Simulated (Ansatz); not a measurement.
# Sr: the cost of one run

Computed with Ansatz 0.2.0 (reference: DFT r2SCAN, plane waves, PAW, scalar-relativistic, no spin polarisation, unless a step's input says otherwise).

This is Sr in the bcc structure; at room conditions it is fcc.

1 further run of the same task is left out (it didn't finish).

### Step 1. The structure to begin with

Symmetry: Im-3m, No. 229, cubic system. Conventional cell: a = 4.966 Å, b = 4.966 Å, c = 4.966 Å, α = 90.00°, β = 90.00°, γ = 90.00°. Sr (site symmetry m-3m) has 8 Sr at 4.30 Å as nearest neighbours.

Coordinates:

```
Sr
1.0
    -2.48278    2.48278    2.48278
     2.48278   -2.48278    2.48278
     2.48278    2.48278   -2.48278
Sr
1
Direct
  0.00000 0.00000 0.00000
```

### Step 2. Baseline

input.yaml reads:

```yaml
crystal:
  lattice:
    - [-2.482784, 2.482784, 2.482784]
    - [2.482784, -2.482784, 2.482784]
    - [2.482784, 2.482784, -2.482784]
  atoms:
    - { symbol: Sr, position: [0.0, 0.0, 0.0] }
  symmetry: { tolerance: 0.0003 }
kpoints:
  mp_grid: { grid: [5, 5, 5], shift: [0, 0, 0] }
magnetization:
  spin_polarized: false
scf:
  occupations: { method: fermi_dirac }
hamiltonian:
  pseudopotentials: { kind: paw }
  xc: r2scan
basis:
  ecutwfc: 500
output:
  forces: true
  stress: true
  eigenvalues: true
relax:
  max_steps: 40
  cell: {}
```

Started as:

```sh
$ ansatz run input.yaml --threads 1 --pin off --max-ram 2560MiB --backend cpu --events-out ev --progress --plain --runs-dir out
```

What time and memory should one allow on 1 thread of Arm Neoverse V1, shared host?

About 6.9 s, with a peak of 0.41 GiB.
